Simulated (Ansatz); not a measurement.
**BaS (NiAs type): zone-centre phonons and dielectric response**

Perturbation theory with PBEsol in Ansatz 0.2.0 on the PBEsol cell, ground state and force constants on a 6×6×4 mesh. The cell comes from a prototype generator: it can be a known phase or a hypothetical one. Spin polarisation is off.

The symmetry is P6_3/mmc (No. 194, hexagonal); a = 4.376 Å, c = 7.685 Å in the conventional setting, 31.86 Å³ an atom. Ba has 6 S at 3.17 Å; S has 6 Ba at 3.17 Å.

```xyz
4
Lattice="4.3756 0.0000 0.0000 -2.1878 3.7894 0.0000 0.0000 0.0000 7.6850" Properties=species:S:1:pos:R:3 pbc="T T T"
Ba    0.0000    0.0000    0.0000
Ba    0.0000    0.0000    3.8425
S     0.0000    2.5262    1.9213
S     2.1878    1.2631    5.7638
```

Optical modes without the longitudinal term:
```json
{"ω (cm⁻¹)": "49", "degeneracy": "2", "IR intensity, summed over the level ((D/Å)²/amu)": "0.00"}
{"ω (cm⁻¹)": "137", "degeneracy": "1", "IR intensity, summed over the level ((D/Å)²/amu)": "0.00"}
{"ω (cm⁻¹)": "137", "degeneracy": "2", "IR intensity, summed over the level ((D/Å)²/amu)": "24.04"}
{"ω (cm⁻¹)": "147", "degeneracy": "1", "IR intensity, summed over the level ((D/Å)²/amu)": "13.68"}
{"ω (cm⁻¹)": "159", "degeneracy": "2", "IR intensity, summed over the level ((D/Å)²/amu)": "0.00"}
{"ω (cm⁻¹)": "231", "degeneracy": "1", "IR intensity, summed over the level ((D/Å)²/amu)": "0.00"}
```

The zone-centre optical frequencies run from 49 to 231 cm⁻¹, none imaginary (the rest of the zone wasn't tested). With the long-range field the highest mode reaches 258 cm⁻¹. Of the real levels 2 are infrared active, the strongest at 137 cm⁻¹.

The electronic dielectric tensor ε∞ is 4.96 along x and y, 5.12 along z. With the ions relaxed, ε⁰ is 15.6 along x and y, 15.7 along z. Born charges, averaged over directions: Ba +2.66, S -2.66 e.

For comparison, on the r2SCAN cell the mean ε∞ is 4.41 with r2SCAN (ground state on 6×6×4; least gap 2.80 eV), 4.78 with PBE (ground state on 6×6×4; least gap 2.42 eV).

The runs are scalar-relativistic, without spin-orbit coupling.
